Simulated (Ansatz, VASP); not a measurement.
# LiF (nc) in VASP and in Ansatz

```
CELL_PARAMETERS angstrom
0.00000 2.03248 2.03248
2.03248 0.00000 2.03248
2.03248 2.03248 0.00000
ATOMIC_POSITIONS crystal
Li 0.00000 0.00000 0.00000
F 0.50000 0.50000 0.50000
```

Alike in both runs: functional PBE; k mesh 10 × 10 × 10; occupations gaussian, width 0.02 eV; no spin polarisation.

Ansatz relaxed the structure, and its values are those at the end. VASP's run is a single point on that final structure, the one shown.

|  | VASP | Ansatz |
| --- | --- | --- |
| version | VASP 6.6.1 | Ansatz 0.2.0 |
| potentials or method | VASP PAW PBE potentials, release 64 (Li_sv, F) | scalar-relativistic, plane waves, norm-conserving pseudopotentials |
| plane-wave cutoff (eV) | 520 | 1320 |
| valence electrons in the cell | 10 | 10 |

```csv
,VASP,Ansatz,Ansatz less VASP
gap on the k mesh at the Fermi level (eV),8.85,8.82,-0.024
least direct gap on the mesh (eV),8.85,8.82,-0.024
```

 A k mesh can miss the band edges.
